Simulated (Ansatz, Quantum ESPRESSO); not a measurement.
## GaN [001], wurtzite: uniaxial strain and lateral response

The c axis is held at a set length while the cell relaxes sideways. How do the lateral strain and the stress follow? The strained cell has c along the load; unstrained it is a = 3.1827 Å, b = 3.1827 Å, c = 5.1856 Å, α = 90.00°, β = 90.00°, γ = 120.00°, with 4 atoms.

Calculated with Ansatz 0.2.0, PBEsol, PAW files of the set soft_1, cutoff 600 eV, Fermi–Dirac smearing 0.02 eV, k-mesh 10×10×6, no spin polarisation, no spin-orbit coupling.

Relaxed positions at 0 %:

```csv
atom,x,y,z
Ga,0.3333,0.6667,0.0003
Ga,0.6667,0.3333,0.5003
N,0.6667,0.3333,0.1236
N,0.3333,0.6667,0.6236
```

| ε_c (%) | a (Å) | c (Å) | ε_a (%) | σ (GPa, tension positive) |
| --- | --- | --- | --- | --- |
| −3 | 3.2034 | 5.0300 | 0.651 | −10.22 |
| −2 | 3.1961 | 5.0819 | 0.422 | −6.86 |
| 0 | 3.1827 | 5.1856 | 0.000 | 0.00 |
| 1 | 3.1766 | 5.2375 | −0.189 | 3.45 |
| 2 | 3.1711 | 5.2893 | −0.365 | 6.88 |
| 3 | 3.1659 | 5.3412 | −0.526 | 10.24 |

**Question.** Fit both responses and give the free strain and the stress at −1 %, a row left out above.

Least squares with y = y0 + y1 ε + y2 ε² (ε in %) gives ε_a = 0.000 + (−0.1963) ε + (0.0069) ε² and σ = 0.01 + (3.418) ε + (0.000) ε² GPa. The linear terms put the ratio of free to applied strain at −0.196 and the Young modulus at 342 GPa.

At −1 % the free strain comes out as 0.204 %. The run itself gives 0.203 %, so the estimate misses by 0.001 %, a rounding's worth.

The stress comes out as −3.40 GPa. The run itself gives −3.44 GPa, so the estimate misses by 0.04 GPa; the fitted rows themselves lie up to 0.04 GPa off the law.

The same fit over all rows at other levels or in other programs gives the strain ratio = −0.198 with PBEsol (Quantum ESPRESSO, GBRV) and −0.197 with PBEsol (Quantum ESPRESSO, PseudoDojo).

[Logs are printed without paths, hosts, clocks, repeated set-up lines and the standing remarks that a program may print on its own settings, such as how far it seeks lower states.]
